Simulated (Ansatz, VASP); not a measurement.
# One calculation of SiC, two programs

The input INCAR:

```
PREC = Accurate
ENCUT = 520
EDIFF = 1E-6
ISMEAR = 0
SIGMA = 0.05
LREAL = F
LASPH = T
NELM = 60
ALGO = Normal
ISIF = 2
LWAVE = F
LCHARG = F
GGA = PE
NBANDS = 16
```

Contents of KPOINTS:

```
Automatic mesh
0
Gamma
  6 6 4
```

The input POSCAR:

```
SiC
1.0
    3.0759982064      0.0000000000      0.0000000000
   -1.5379991032      2.6638925888      0.0000000000
    0.0000000000      0.0000000000      5.0480000000
Si C
2 2
Direct
    0.3333333333      0.6666666667     -0.0396196513
    0.6666666667      0.3333333333      0.5000000000
    0.3333333333      0.6666666667      0.3850000000
    0.6666666667      0.3333333333      0.8850000000
```

Input for Ansatz:

```yaml
crystal:
  lattice:
    - [3.0759982064, 0.0, 0.0]
    - [-1.5379991032, 2.6638925888, 0.0]
    - [0.0, 0.0, 5.048]
  atoms:
    - { symbol: Si, position: [0.3333333333, 0.6666666667, -0.0396196513] }
    - { symbol: Si, position: [0.6666666667, 0.3333333333, 0.5] }
    - { symbol: C, position: [0.3333333333, 0.6666666667, 0.385] }
    - { symbol: C, position: [0.6666666667, 0.3333333333, 0.885] }
basis:
  ecutwfc: 420
kpoints:
  mp_grid: { grid: [6, 6, 4] }
hamiltonian:
  xc: pbe
scf:
  occupations: { method: gaussian, width: 0.05 }
output:
  forces: true
  stress: true
  eigenvalues: true
```

Alike in both runs: task single point; functional PBE; k mesh 6 × 6 × 4; occupations gaussian, width 0.05 eV; no spin polarisation.

|  | VASP | Ansatz |
| --- | --- | --- |
| version | VASP 6.6.1 | Ansatz 0.2.0 |
| potentials or method | VASP PAW PBE potentials, release 64 (Si, C) | scalar-relativistic, plane waves, PAW |
| plane-wave cutoff (eV) | 520 | 420 |
| valence electrons in the cell | 16 | 16 |

```tsv
	VASP	Ansatz	Ansatz less VASP
gap on the k mesh at the Fermi level (eV)	1.86	1.86	+0.002
least direct gap on the mesh (eV)	3.85	3.84	-0.009
pressure (GPa)	6.2	6.3	+0.08
largest component of the traceless stress (GPa)	7.95	7.98	+0.033
rms of the force components (eV/Å)	1.337	1.337	-0.0003
```

Atom by atom the forces differ by 0.002 eV/Å (rms over components).

Caveats: forces of over 1 eV/Å show positions far from the minimum, so gaps and moduli don't describe the material at rest. A k mesh can miss the band edges.
